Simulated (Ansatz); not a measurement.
# MgS under strain

The calculation used DFT PBE, scalar-relativistic, plane waves, PAW (Ansatz). (420 eV cutoff, 6×6×4 k-mesh, Gaussian smearing of 0.02 eV, no spin polarisation)

The relaxed crystal:

```
CELL_PARAMETERS angstrom
2.84861 2.84861 0.00000
-2.84861 2.84861 0.00000
0.00000 0.00000 5.69721
ATOMIC_POSITIONS crystal
Mg 0.00000 0.00000 0.00000
Mg 0.50000 0.50000 0.50000
S 0.50000 0.00000 0.25000
S 0.00000 0.50000 0.75000
```

Deformation: shear that moves c along a by the strain times its height over the a-b plane, the cell held and the atoms relaxed, all within the symmetry that the strain leaves. Energies are extrapolated to zero smearing. Gaps are Kohn–Sham gaps over the whole zone.

```tsv
strain (%)	ΔE (meV/atom)	a (Å)	b (Å)	c (Å)	gap (eV)
+0.0	0.0	4.029	4.029	5.697	3.37
+1.5	0.5	4.029	4.029	5.698	3.33
+3.0	1.9	4.029	4.029	5.700	3.28
+4.5	4.3	4.029	4.029	5.703	3.22
+6.0	7.7	4.029	4.029	5.707	3.16
+9.0	17.3	4.029	4.029	5.720	3.02
```

Question: What stiffness (1/V) d²E/dε² at zero strain does a cubic fit over all points give?

Answer: A cubic fit gives (1/V) d²E/dε² = 30 GPa at zero strain (the shear constant for this plane and direction).

This zinc-blende form isn't the usual stable structure of the compound.